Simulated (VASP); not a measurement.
Input of a VASP 6.6.1 run:

File INCAR:

```
SYSTEM = Ca
ALGO = Normal
EDIFF = 1E-7
ENCUT = 520
GGA = PE
ISIF = 2
ISMEAR = -1
LASPH = .TRUE.
LCHARG = .FALSE.
LREAL = .FALSE.
LWAVE = .FALSE.
NBANDS = 28
NELM = 60
PREC = Accurate
SIGMA = 0.05
```

The input KPOINTS:

```
k-points
0
G
  5 5 4
  0 0 0
```

File POSCAR:

```
Ca
1.0
    3.4629657000     -3.6694915100      0.0000000000
    3.4629657000      3.6694915100      0.0000000000
    0.0000000000      0.0000000000      7.0091196500
Ca
4
Direct
    0.6679170000      0.3372690000      0.3016340000
    0.3343180000      0.6544330000      0.6916780000
    0.8260880000      0.1578150000      0.8043340000
    0.1600400000      0.8444710000      0.1987310000
```

Potentials or basis: VASP PAW PBE potentials, release 64 (Ca_sv).

Run with:

```sh
$ cat potpaw_PBE.64/Ca_sv/POTCAR > POTCAR
$ mpirun -np 1 vasp_std > vasp.out
```

**Question.** Predict the band gap on the k mesh.

**Answer.** None (metal or under the smearing width).

**Question.** Estimate the pressure.

**Answer.** -0.2 GPa.

**Question.** Estimate the largest force.

**Answer.** 0.144 eV/Å.

Forces in eV/Å, atoms in the order of the input:
```
Ca   0.012  0.062  0.058
Ca  -0.055  0.095  0.031
Ca   0.021 -0.052  0.007
Ca   0.022 -0.105 -0.095
```
